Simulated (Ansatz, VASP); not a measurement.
# Hf: VASP beside Ansatz

INCAR

```
SYSTEM = Hf
  PREC = Accurate
  ENCUT = 520
  EDIFF = 1E-7
  ISMEAR = -1
  SIGMA = 0.03
  LREAL = .FALSE.
  LASPH = .TRUE.
  NELM = 80
  ALGO = Normal
  ISIF = 2
  LWAVE = .FALSE.
  LCHARG = .FALSE.
  GGA = PE
  NBANDS = 17
```

File KPOINTS:

```
Automatic mesh
0
G
  10 10 10
  0 0 0
```

Contents of POSCAR:

```
Hf
1.0
    0.0000000000      3.2378190606      3.3354376983
    3.2378190606      0.0000000000      3.3354376983
    3.2378190606      3.2378190606      0.0000000000
Hf
2
Direct
    0.0000000000      0.0000000000      0.0000000000
    0.2500000000      0.2500000000      0.2500000000
```

Input for Ansatz:

```yaml
crystal:
  lattice:
    - [0.0, 3.2378190606, 3.3354376983]
    - [3.2378190606, 0.0, 3.3354376983]
    - [3.2378190606, 3.2378190606, 0.0]
  atoms:
    - { symbol: Hf, position: [0.0, 0.0, 0.0] }
    - { symbol: Hf, position: [0.25, 0.25, 0.25] }
kpoints:
  mp_grid: { grid: [10, 10, 10] }
scf:
  occupations: { method: fermi_dirac, width: 0.03 }
hamiltonian:
  xc: pbe
  pseudopotentials: { kind: all_electron, lapw: { basis_error: 0.0005 } }
output:
  forces: true
  stress: true
  eigenvalues: true
```

Change from the starting cell: z stretched by +2 % at fixed volume.

Alike in both runs: task single point; functional PBE; k mesh 10 × 10 × 10; occupations fermi-dirac, width 0.03 eV; no spin polarisation.

|  | VASP | Ansatz |
| --- | --- | --- |
| version | VASP 6.6.1 | Ansatz 0.2.0 |
| potentials or method | VASP PAW PBE potentials, release 64 (Hf_pv) | all-electron LAPW, scalar-relativistic |
| plane-wave cutoff (eV) | 520 | see its input |

|  | VASP | Ansatz | Ansatz less VASP |
| --- | --- | --- | --- |
| pressure (GPa) | -0.3 | 0.0 | +0.22 |
| largest component of the traceless stress (GPa) | 1.47 | 1.49 | +0.022 |

Ansatz ran all-electron here, so the differences hold the error of VASP's frozen core and of both bases.

Spin-orbit coupling is left out, which matters for the levels of Hf.
